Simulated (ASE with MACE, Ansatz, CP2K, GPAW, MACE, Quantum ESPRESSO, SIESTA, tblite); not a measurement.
**Machine-learned potentials on generalised stacking fault on (110) of a KCl-RbCl solid solution (80 atoms): settings against a plane-wave reference**

Wanted: machine-learned potentials inputs and outputs for generalised stacking fault on (110) of a KCl-RbCl solid solution (80 atoms), checked against a plane-wave reference.

Program: ASE with MACE. Level of theory: the method is named at each step. Results are calculated unless marked as measured.

**1. The starting structure**

The cell holds 80 atoms: 13 Rb, 40 Cl and 27 K. Its edges and angles: a = 7.339 Å, b = 10.379 Å, c = 26.265 Å, α = 90.0°, β = 82.6°, γ = 90.0°. CsCl-type KCl lattice (a = 3.6697 Å, the value set for the mixture), cell with z along [110], 2 x 2 x 5 periods; the third cell vector is tilted by 0.917 of [001] and lengthened by 0.1 Å, so the cell holds one fault; displaced by a Gaussian of 0.01 Å; 13 of 40 K sites given to Rb at random (lattice constant by Vegard's rule between KCl and RbCl). Then every atom was moved at random, 0.02 Å r.m.s. a Cartesian component. The structure's axis is c.

The yardstick, on the same geometry:

- method: Kohn-Sham DFT, PBE, PAW, plane waves (Ansatz 0.2.0); cutoff 420 eV, Γ point, fermi-dirac smearing of 0.05 eV; PAW set soft_2
- r.m.s. force component: 0.1115 eV/Å
- longest force: 0.3849 eV/Å
- pressure: 5.484 GPa
- gap (highest filled to lowest empty level): 5.532 eV
- SCF cycles: 7
- time: 13 s on 8 threads of Arm Neoverse V2, shared host
- CPU time: 90 s

**2. MACE MP-0b3 medium potential**

Method: machine-learned interatomic potential MACE MP-0b3 medium, trained on PBE(+U) plane-wave data.

Input file run.py:

```python
import numpy as np
from ase.io import read
import mlip  # loads the published weights by name

atoms = read("structure.xyz")
atoms.calc = mlip.calc("mace-mp-0b3-medium")
energy = atoms.get_potential_energy()
forces = atoms.get_forces()
print(f"energy {energy:.6f} eV")
print("forces (eV/A)")
for i, (a, f) in enumerate(zip(atoms, forces)):
    print(f"{i:4d} {a.symbol:2s} {f[0]:10.5f} {f[1]:10.5f} {f[2]:10.5f}")
stress = -atoms.get_stress(voigt=False) * 160.21766
print("stress (GPa, compression positive)")
for row in stress:
    print(" ".join(f"{x:10.4f}" for x in row))
```

Input file structure.xyz:

```xyz
80
Lattice="7.33940 0.00000 0.00000 0.00000 10.37948 0.00000 3.36387 0.00000 26.04870" Properties=species:S:1:pos:R:3 pbc="T T T"
Rb 7.32250 0.02543 25.91611
Cl 1.84301 10.36910 2.59341
K 3.67618 0.00270 25.96587
Cl 5.52785 10.36381 2.62597
K 7.31918 5.18860 25.90856
Cl 1.85726 5.19991 2.57934
K 3.67137 5.19275 25.90074
Cl 5.54156 5.16109 2.60200
K 7.34536 2.61822 2.55876
Cl 1.85132 2.56913 5.15452
Rb 3.67303 2.60297 2.57596
Cl 5.51974 2.59964 5.14514
K 7.33627 0.03052 5.17093
Cl 1.83114 10.37906 7.76720
Rb 3.66154 0.01837 5.16442
Cl 5.51134 10.35665 7.78544
K 7.34883 7.75866 2.61633
Cl 1.80887 7.77537 5.19125
K 3.67336 7.77672 2.60747
Cl 5.55561 7.80246 5.17510
K 7.36779 5.20707 5.18317
Cl 1.83557 5.17801 7.78101
K 3.65628 5.16244 5.16233
Cl 5.52199 5.19701 7.80706
K 7.31497 2.59767 7.78465
Cl 1.84020 2.59622 10.35566
K 3.64340 2.59383 7.82868
Cl 5.49852 2.60681 10.35957
Rb 7.30121 10.35799 10.33274
Cl 1.85739 0.06944 12.96444
Rb 3.61205 10.37844 10.38952
Cl 5.49713 0.00602 12.95923
K 7.34169 7.77485 7.73464
Cl 1.81436 7.79374 10.36582
Rb 3.66954 7.80319 7.77476
Cl 5.53467 7.79333 10.38379
K 7.32436 5.21486 10.33300
Cl 1.79569 5.20510 12.97824
K 3.65751 5.16275 10.34941
Cl 5.47933 5.16587 12.94073
Rb 7.32346 2.57619 12.94438
Cl 9.12612 2.56114 15.55785
K 3.68955 2.59871 12.95610
Cl 5.51324 2.59975 15.56592
K 7.35111 10.34004 15.55290
Cl 9.18016 10.36370 18.17861
K 3.71848 0.03103 15.57400
Cl 5.51529 10.37035 18.10463
K 7.37310 7.80392 12.97017
Cl 9.18468 7.78274 15.57764
K 3.68727 7.76530 12.98163
Cl 5.51430 7.77413 15.57009
K 7.32382 5.16317 15.58884
Cl 9.17831 5.20168 18.17053
Rb 3.65561 5.18683 15.55316
Cl 5.51036 5.19036 18.15568
[... 20 atom lines left out ...]
K 7.34904 7.77361 23.32765
Cl 9.17374 7.80900 25.96456
Rb 3.70907 7.77984 23.33338
Cl 5.51391 7.81077 25.93930
```

Command:

```sh
$ OMP_NUM_THREADS=1 python run.py > output.txt
```

What it wrote:

```text
energy -261.285531 eV
forces (eV/A)
   0 Rb    0.03449   -0.05294    0.18380
   1 Cl   -0.18190   -0.11631   -0.20033
   2 K    -0.11531   -0.00814    0.05671
   3 Cl    0.27430   -0.07305   -0.20976
   4 K     0.04450    0.06060    0.14053
   5 Cl   -0.05133    0.12540   -0.10206
   6 K    -0.06629    0.04256    0.16161
   7 Cl    0.05980    0.23261   -0.13160
   8 K     0.09557   -0.05070    0.03007
   9 Cl   -0.24721    0.25347    0.21578
  10 Rb    0.15012   -0.04070   -0.09618
  11 Cl    0.18082    0.15795    0.29187
  12 K     0.01379   -0.03091    0.01106
  13 Cl   -0.20005    0.15645   -0.13982
  14 Rb    0.06203   -0.08809    0.08047
  15 Cl    0.10330    0.22627   -0.19682
  16 K     0.04726    0.04746   -0.11674
  17 Cl   -0.02359   -0.10539   -0.13905
  18 K     0.09076   -0.01811   -0.08450
  19 Cl   -0.00223   -0.20171   -0.07874
  20 K    -0.06063   -0.08943   -0.00590
  21 Cl   -0.06010   -0.11300   -0.04907
  22 K     0.08266    0.04930    0.06373
  23 Cl    0.01073   -0.13808   -0.13306
[...]
72 K     0.11923    0.01782   -0.02135
  73 Cl   -0.00826    0.05963   -0.07924
  74 K    -0.04003   -0.02459    0.01368
  75 Cl   -0.23872    0.14504   -0.15027
  76 K     0.04177    0.06199    0.05763
  77 Cl   -0.04445   -0.18746    0.12688
  78 Rb   -0.13423    0.06966    0.04589
  79 Cl   -0.03925   -0.19646    0.18919
stress (GPa, compression positive)
    4.9616    -0.0055     0.1291
   -0.0055     4.8751    -0.0168
    0.1291    -0.0168     4.8567
```

Run time: 6.6 s. Hardware: 1 thread of Arm Neoverse V2, shared host; peak memory 0.77 GiB.

Banners, paths, timers and routine set-up lines are dropped from the logs unmarked, and long logs keep their key lines alone; longer cuts are marked.

Compared with the plane-wave run:

| Quantity | Value |
| --- | --- |
| r.m.s. force component | 0.1248 eV/Å |
| r.m.s. difference of force components | 15.67 meV/Å |
| longest difference of force vectors | 61.05 meV/Å |
| force difference over r.m.s. force | 14.05 % |
| slope of forces against the reference's | 1.116 |
| correlation of force components | 0.9975 |
| pressure | 4.898 GPa |
| pressure difference | -0.5858 GPa |

Length of the force difference by element (eV/Å):

```tsv
element	atoms	mean	most
Cl	40	0.032	0.061
K	27	0.015	0.031
Rb	13	0.019	0.028
```

Local excerpt of 9 atoms (numbers count through the whole input) about Cl30, which bears the longest force; x, y, z are measured from there.

```tsv
atom	x	y	z	distance (Å)	bonds	Fx	Fy	Fz (eV/Å)
Cl30	0.00	0.00	0.00	0.00	8	0.036	-0.338	0.289
Rb31	1.75	-0.07	-2.57	3.12	8	0.172	-0.012	-0.051
K43	1.83	2.53	-0.01	3.12	8	-0.065	0.035	0.035
Rb41	-1.87	2.51	-0.02	3.13	8	0.028	0.113	0.021
K45	-1.85	-0.11	2.59	3.18	8	0.031	0.027	-0.010
K47	1.86	-0.04	2.61	3.21	8	-0.116	-0.052	-0.052
K49	-1.82	-2.65	0.01	3.21	8	-0.051	-0.053	0.022
Rb29	-1.90	-0.09	-2.63	3.24	8	0.097	0.093	0.103
K51	1.83	-2.68	0.02	3.25	8	-0.016	0.037	-0.033
```

Atoms are counted from 1 here, from 0 in the log.

Forces lie 14 % from the reference's, at 0.073 times its CPU time (on 1 against 8 cores).

**3. MACE MPA-0 medium potential**

Method: machine-learned interatomic potential MACE MPA-0 medium, trained on PBE(+U) plane-wave data.

Edit run.py of step 2 so:

```diff
@@ -5,3 +5,3 @@
 atoms = read("structure.xyz")
-atoms.calc = mlip.calc("mace-mp-0b3-medium")
+atoms.calc = mlip.calc("mace-mpa-0-medium")
 energy = atoms.get_potential_energy()
```

structure.xyz is that of step 2.

What it wrote:

```text
energy -261.512946 eV
forces (eV/A)
   0 Rb    0.02931   -0.05678    0.18976
   1 Cl   -0.15239   -0.10229   -0.19837
   2 K    -0.10338   -0.01682    0.05758
   3 Cl    0.25410   -0.06164   -0.20377
   4 K     0.04158    0.06088    0.15452
   5 Cl   -0.04291    0.11290   -0.10149
   6 K    -0.06093    0.05083    0.16023
   7 Cl    0.06003    0.21529   -0.13052
   8 K     0.08158   -0.04931    0.02261
   9 Cl   -0.22186    0.24265    0.19504
  10 Rb    0.14907   -0.04697   -0.08506
  11 Cl    0.15815    0.15037    0.26870
  12 K     0.00758   -0.03447    0.00721
  13 Cl   -0.18271    0.14875   -0.12802
  14 Rb    0.05781   -0.08329    0.07024
  15 Cl    0.09034    0.21573   -0.18354
  16 K     0.04245    0.04763   -0.10833
  17 Cl   -0.01604   -0.10402   -0.13596
  18 K     0.08733   -0.00284   -0.07967
  19 Cl   -0.01065   -0.19419   -0.08251
  20 K    -0.05981   -0.07956   -0.00354
  21 Cl   -0.05507   -0.10571   -0.04699
  22 K     0.07830    0.04435    0.05805
  23 Cl    0.00718   -0.12959   -0.12310
[...]
72 K     0.11534    0.01662   -0.02371
  73 Cl   -0.02461    0.05728   -0.07423
  74 K    -0.03406   -0.01848    0.00951
  75 Cl   -0.22402    0.13588   -0.14616
  76 K     0.04343    0.05889    0.05954
  77 Cl   -0.03925   -0.18076    0.11396
  78 Rb   -0.12158    0.06758    0.04665
  79 Cl   -0.05046   -0.18568    0.17146
stress (GPa, compression positive)
    4.8240    -0.0057     0.1162
   -0.0057     4.7258    -0.0069
    0.1162    -0.0069     4.7133
```

It took 7.4 s on 1 thread; peak memory 0.77 GiB.

Compared with the plane-wave run:

| Item | Value |
| --- | --- |
| r.m.s. force component | 0.1168 eV/Å |
| r.m.s. difference of force components | 9.583 meV/Å |
| longest difference of force vectors | 36.83 meV/Å |
| force difference over r.m.s. force | 8.593 % |
| slope of forces against the reference's | 1.045 |
| correlation of force components | 0.9975 |
| pressure | 4.754 GPa |
| pressure difference | -0.7292 GPa |

Against the first run (14 %), the force difference from the reference is 8.6 %, at 1.1 times the CPU time.

**4. MACE MP-0b2 small potential**

Method: machine-learned interatomic potential MACE MP-0b2 small, trained on PBE(+U) plane-wave data.

Edit run.py of step 3 so:

```diff
@@ -5,3 +5,3 @@
 atoms = read("structure.xyz")
-atoms.calc = mlip.calc("mace-mpa-0-medium")
+atoms.calc = mlip.calc("mace-mp-0b2-small")
 energy = atoms.get_potential_energy()
```

structure.xyz is that of step 3.

What it wrote:

```text
energy -260.168713 eV
forces (eV/A)
   0 Rb    0.04620   -0.06038    0.17199
   1 Cl   -0.19614   -0.11581   -0.18173
   2 K    -0.11928   -0.01345    0.05289
   3 Cl    0.25354   -0.07387   -0.20843
   4 K     0.04849    0.06916    0.17020
   5 Cl   -0.06142    0.12323   -0.10748
   6 K    -0.06856    0.06420    0.17480
   7 Cl    0.04896    0.23202   -0.12614
   8 K     0.09069   -0.05701    0.00607
   9 Cl   -0.23386    0.24229    0.21303
  10 Rb    0.12907   -0.03790   -0.09807
  11 Cl    0.17511    0.15433    0.28569
  12 K     0.01248   -0.03292    0.01873
  13 Cl   -0.19777    0.15412   -0.14080
  14 Rb    0.05687   -0.07915    0.06698
  15 Cl    0.10908    0.21847   -0.19158
  16 K     0.04507    0.05530   -0.15020
  17 Cl   -0.02259   -0.09869   -0.13909
  18 K     0.09961   -0.00144   -0.09251
  19 Cl   -0.00093   -0.19662   -0.08272
  20 K    -0.06946   -0.09545    0.00983
  21 Cl   -0.06224   -0.12164   -0.04866
  22 K     0.08748    0.05047    0.07344
  23 Cl    0.00946   -0.14061   -0.13266
[...]
72 K     0.13293    0.01875   -0.03512
  73 Cl    0.01130    0.06082   -0.09153
  74 K    -0.04576   -0.01208   -0.00223
  75 Cl   -0.22245    0.14002   -0.13931
  76 K     0.05006    0.06080    0.05541
  77 Cl   -0.03339   -0.18873    0.14334
  78 Rb   -0.12472    0.06424    0.04945
  79 Cl   -0.03258   -0.19198    0.18642
stress (GPa, compression positive)
    4.8127    -0.0040     0.1111
   -0.0040     4.7199    -0.0015
    0.1111    -0.0015     4.7238
```

Elapsed: 5.4 s, on 1 thread; peak memory 0.67 GiB.

Against the reference:

```yaml
r_m_s_force_component: 0.123 eV/Å
r_m_s_difference_of_force_components: 15.44 meV/Å
longest_difference_of_force_vectors: 53.03 meV/Å
force_difference_over_r_m_s_force: 13.85 %
slope_of_forces_against_the_reference_s: 1.099
correlation_of_force_components: 0.9961
pressure: 4.752 GPa
pressure_difference: -0.7315 GPa
```

Against the first run (14 %), the force difference from the reference is 14 %, at 0.82 times the CPU time.

**5. The ladder**

Differences are against the plane-wave reference, forces as r.m.s. over components; share is that over the reference's r.m.s. force, slope the least-squares factor from reference forces to these. Total energies of different programs have different zeros and aren't compared.

```tsv
run	Δ force, r.m.s. (meV/Å)	share (%)	slope	Δ pressure (GPa)	cores	CPU time	memory (GiB)
reference	-	-	-	-	8	90 s	2.4
MACE MP-0b3 medium potential	15.7	14.0	1.116	-0.586	1	6.6 s	0.77
MACE MPA-0 medium potential	9.58	8.59	1.045	-0.729	1	7.3 s	0.77
MACE MP-0b2 small potential	15.4	13.8	1.099	-0.732	1	5.4 s	0.67
```

Times of the machine-learned potentials are mostly Python's start and the loading of weights.

CPU time is summed over cores on a shared host, where runs went side by side, so it is rough. Symmetry, cutoffs, thresholds, outputs and thread counts weren't matched or tuned between programs; memory under MPI is the largest rank's times the ranks.

**6. Outcome**

```yaml
nearest_in_forces: MACE MPA-0 medium potential, 8.6 %
its_cpu_time: 7.3 s
```

**Reading.** Machine-learned potentials differ by 8.6 % (MACE MPA-0 medium potential) to 14 % (MACE MP-0b3 medium potential); they were trained on other programs' data. Machine-learned potentials mimic data converged in k, so the reference's own k-point error enters their differences. The host structure and its lattice constant were typed by rule, without a check against the phase diagram. The reference's pressure of 5.5 GPa says that the cell would expand at this level of theory. The electronic-structure runs sample only Γ, in a cell whose shortest periodic width is 7 Å.

[Also dropped from logs without a mark: logging warnings of Python, and SIESTA's first energy breakdown and zero terms.]

[Logs are printed without paths, hosts, clocks, repeated set-up lines and the standing remarks that a program may print on its own settings, such as how far it seeks lower states.]

[Hosts, paths, dates, database ids (printed as entryN), source tags and the programs' standing remarks are cut or masked in the printed files.]
